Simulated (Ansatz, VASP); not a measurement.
# Al: programs and potentials compared

The starting cell:

```xyz
1
Lattice="0.0000 2.0248 2.0248 2.0248 0.0000 2.0248 2.0248 2.0248 0.0000" Properties=species:S:1:pos:R:3 pbc="T T T"
Al    0.0000    0.0000    0.0000
```

Alike in all runs: task relaxation of cell and atoms; functional PBEsol; dispersion D4; k mesh 11 × 11 × 11; occupations fermi-dirac, width 0.05 eV; no spin polarisation; no spin-orbit coupling.

```json
{"program and potentials": "Ansatz, Ansatz PAW", "plane-wave cutoff (eV)": "420", "notes": "potentials made for PBE, which Ansatz adapts in part", "equilibrium volume (Å³/atom)": "15.84"}
{"program and potentials": "Ansatz, all-electron LAPW, scalar-relativistic", "plane-wave cutoff (eV)": "-", "notes": "-", "equilibrium volume (Å³/atom)": "15.84"}
{"program and potentials": "VASP, PBE PAW files Al, 600 eV", "plane-wave cutoff (eV)": "600", "notes": "potentials made for PBE", "equilibrium volume (Å³/atom)": "15.85"}
```

The equilibrium volume spans 15.84 (Ansatz, all-electron LAPW, scalar-relativistic) to 15.85 Å³/atom (VASP, PBE PAW files Al, 600 eV), with all-electron results at 15.84. Relaxations stop with a little pressure left, so the last digit of a volume isn't settled.

Differences between rows come from potentials, basis sets and numerical settings, since the functional is the same but for its coding. Runs on potential files found faulty are left out.

The three runs give practically the same volume for aluminium, and the potentials made for PBE reproduce the all-electron value of 15.84 Å³/atom under PBEsol. That fits the electronic structure: the 3s and 3p electrons form a nearly free-electron band above a compact, chemically inert neon-like core. Core-valence overlap is small, so the functional used to generate the potential should matter little here.

The shared volume is nevertheless clearly smaller than that of the starting cell, which lies close to the measured lattice of fcc aluminium. Since the all-electron run contracts just as much, the potentials are an unlikely cause. The dispersion term is the probable one: PBEsol by itself already describes the lattices of simple metals well, and a correction built from atom-like polarisabilities can overbind a metal whose conduction electrons screen such interactions. The agreement thus supports the transferability of the potentials for the equilibrium volume, but not the accuracy of the functional and dispersion correction combined. It doesn't test the stiffness of the lattice, which depends on the curvature of the energy curve.
